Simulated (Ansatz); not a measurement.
SiO2: an elastic constant from a strain scan

Method: DFT PBE, scalar-relativistic, plane waves, PAW (Ansatz 0.2.0). Settings: plane waves to 420 eV, k-mesh 6×6×8 (Γ-centred), Gaussian smearing 0.05 eV. No spin polarisation. Energies are free energies at this smearing, counted from the undisturbed cell; pressure is positive in compression.

Zero of the scan (relaxed at this level; this rutile-type form isn't the usual structure):

```
CELL_PARAMETERS angstrom
4.23612 0.00000 0.00000
0.00000 4.23612 0.00000
0.00000 0.00000 2.69048
ATOMIC_POSITIONS crystal
Si 0.50000 0.50000 0.50000
Si 0.00000 0.00000 0.00000
O 0.69302 0.69302 0.00000
O 0.19302 0.80698 0.50000
O 0.30698 0.30698 0.00000
O 0.80698 0.19302 0.50000
```

The cell is strained by ε times the Voigt pattern (0, 1, 0, 0, 0, 0) (xx, yy, zz, yz, xz, xy; engineering shear) with fractional coordinates fixed. The cell holds 6 atoms in V0 = 48.28 Å³. The stress column is τ = (1/V0) dE/dε, got from the stress tensor σ (compression positive) at each point as −det(1 + εP) σ : P(1 + εP)⁻¹, with P the pattern as a tensor.

| ε | ΔE (meV/atom) | τ (GPa) |
| --- | --- | --- |
| -0.0400 | 20.689 | -21.175 |
| -0.0300 | 11.472 | -15.534 |
| -0.0200 | 5.020 | -10.134 |
| -0.0100 | 1.242 | -4.958 |
| 0.0000 | 0.000 | -0.004 |
| 0.0100 | 1.217 | 4.735 |
| 0.0200 | 4.725 | 9.272 |
| 0.0300 | 10.476 | 13.607 |
| 0.0350 | 14.174 | 15.705 |
| 0.0400 | ? | ? |

**Question.** Which combination of elastic constants does this scan measure, and how large is it?

**Answer.** For small ε, τ = τ0 + Kε with K = pᵀCp, which for this pattern is C22 in the Cartesian frame shown. The parabola through τ at ε = -0.0100, 0 and 0.0100 has slope K = 485 GPa at zero. The energies per cell, E = NΔE, of the same two points give K = 2[E(ε₊)/ε₊ − E(ε₋)/ε₋]/[(ε₊ − ε₋)V0] = 490 GPa, in agreement. These are clamped-ion values.

**Question.** Predict the withheld row at ε = 0.0400 from the harmonic law, and compare.

**Answer.** ΔE = V0(τ0 ε + Kε²/2)/N = 19.463 meV/atom and τ = 19.38 GPa. The calculation gives 18.367 meV/atom and 17.75 GPa: the energy lies 6 % below the harmonic value, as bonds soften when stretched.

Forces appear on the atoms along this scan, and letting them relax would lower the energy and soften the response.